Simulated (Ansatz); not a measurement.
Crystal: Au.

```xyz
1
Lattice="-1.6573 1.6573 1.6573 1.6573 -1.6573 1.6573 1.6573 1.6573 -1.6573" Properties=species:S:1:pos:R:3 pbc="T T T"
Au    0.0000    0.0000    0.0000
```

This isn't the form of Au at room conditions, which is fcc.

Base run:

```yaml
Program: Ansatz 0.2.0
Functional: r2SCAN
Potentials_or_basis: Ansatz PAW
Cutoff: 500 eV
Density_cutoff: 2000 eV
k_mesh: 8 × 8 × 8
Occupations: fermi-dirac, width 0.05 eV
Spin: spin-orbit coupling, no magnetisation
```

Its results: band gap on the k mesh none (metal or under the smearing width); pressure -6.2 GPa.

Question: After a change of settings the same cell gave: band gap on the k mesh none (metal or under the smearing width); pressure -15.0 GPa. Which change was it?
A. functional from r2SCAN to PBEsol; cutoff from 500 eV to 420 eV; density cutoff from 2000 eV to 1680 eV
B. functional from r2SCAN to LDA; cutoff from 500 eV to 420 eV; density cutoff from 2000 eV to 1680 eV
C. functional from r2SCAN to PBEsol; cutoff from 500 eV to 420 eV; density cutoff from 2000 eV to 1680 eV; k mesh from 8 × 8 × 8 to 11 × 11 × 11
D. k mesh from 8 × 8 × 8 to 6 × 6 × 6; spin from spin-orbit coupling, no magnetisation to no spin polarisation; potential files from those of the base run to others of the same set

Answer: B.

Caveats: the PAW data sets come from PBE, with cores solved anew for the run's functional, which leaves a small shift of forces and pressure.

Not every run made on this cell is shown here.
